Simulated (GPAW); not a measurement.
**Moving the functional in Ba2TiO4**

```cif
data_structure
_symmetry_space_group_name_H-M 'P4/mmm'
_symmetry_Int_Tables_number 123
_cell_length_a 3.9821
_cell_length_b 3.9821
_cell_length_c 8.7882
_cell_angle_alpha 90.000
_cell_angle_beta 90.000
_cell_angle_gamma 90.000
_cell_volume 139.35
loop_
_atom_site_label
_atom_site_type_symbol
_atom_site_symmetry_multiplicity
_atom_site_Wyckoff_symbol
_atom_site_fract_x
_atom_site_fract_y
_atom_site_fract_z
_atom_site_occupancy
Ba1 Ba 2 g 0.00000 0.00000 0.27443 1
Ti1 Ti 1 d 0.50000 0.50000 0.50000 1
O1 O 2 e 0.50000 0.00000 0.50000 1
O2 O 2 h 0.50000 0.50000 0.27338 1
```

The cell comes from a database or a generator and needn't be the stable form of this composition.

Kept alike: task band structure; k mesh 5 × 5 × 2; occupations fermi-dirac, width 0.05 eV; no spin polarisation. Program: GPAW, potentials by row: the program's PAW data sets (release 1.2.1) made for this functional (LDA); PAW data sets generated for this functional (PBEsol); GPAW PAW data sets (gpaw-data 1.2.1) (r2SCAN on files made for PBE), cutoff 800 eV. The mesh is that of the run's cell of 7 atoms. No spin-orbit coupling.

| functional | band gap (eV) | pressure (GPa) |
| --- | --- | --- |
| LDA | 1.851 | -6.60 |
| PBEsol | 1.897 | -3.82 |
| r2SCAN | 2.324 | -2.02 |

Pressure is positive in compression; the values hold the error of the finite cutoff, so their zero can differ a little from the energy's minimum. Gaps are the smaller of the mesh's and the band path's.

The band gap runs from 1.851 (LDA) to 2.324 eV (r2SCAN). The pressure runs from -6.60 (LDA) to -2.02 GPa (r2SCAN).
